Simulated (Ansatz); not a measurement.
**Stress against strain in SnO2**

```
CELL_PARAMETERS angstrom
4.73735 0.00000 0.00000
0.00000 4.73735 0.00000
0.00000 0.00000 3.18640
ATOMIC_POSITIONS crystal
Sn 0.00000 0.00000 0.00000
Sn 0.50000 0.50000 0.50000
O 0.30562 0.30562 0.00000
O 0.19438 0.80562 0.50000
O 0.69438 0.69438 0.00000
O 0.80562 0.19438 0.50000
```

Atom numbers follow the list: Sn1, Sn2, O3, O4, O5, O6.

The cell comes from COD entry 2101853, which wasn't checked; take it as a given geometry.

Spin–orbit coupling is left out, though it moves levels of the heavy atoms by tenths of an eV or more.

Computed with Ansatz 0.2.0, DFT, PBE, all-electron LAPW, scalar-relativistic.

Sampling and basis: a Γ-centred 4×4×6 k mesh, Fermi–Dirac smearing of 0.03 eV, basis error target 1 meV/atom, no spin polarisation.

The strain is applied along the Cartesian axes of the cell as listed (the other components stay zero). Fractional coordinates are held (clamped ions).

σ is the change of stress from the unstrained cell, which is at 10.75 GPa; tension is positive, so slopes are stress–strain coefficients at that pressure.

Only quantities that a quadratic follows smoothly over the whole series are listed; rougher ones are left out.

| εzz | σzz (GPa) | σxx (GPa) |
| --- | --- | --- |
| -0.0300 | -15.87 | -5.73 |
| -0.0200 | -10.18 | -3.70 |
| 0.0000 | 0.00 | 0.00 |
| 0.0100 | 4.53 | 1.68 |
| 0.0200 | 8.72 | 3.27 |
| 0.0300 | 12.58 | 4.76 |

Fit the series and read off the stiffness at zero strain.

Least-squares fits y = p0 + p1 x + p2 x² to the rows give σzz (GPa): p1 = 474, p2 = -1800; σxx (GPa): p1 = 175, p2 = -530. So C33 = 474 GPa and C13 = 175 GPa, for these axes.

One run, at εzz = -0.0100, is withheld. Predict its row.

The fits give -4.93, -1.80; the run gave -4.90, -1.79.
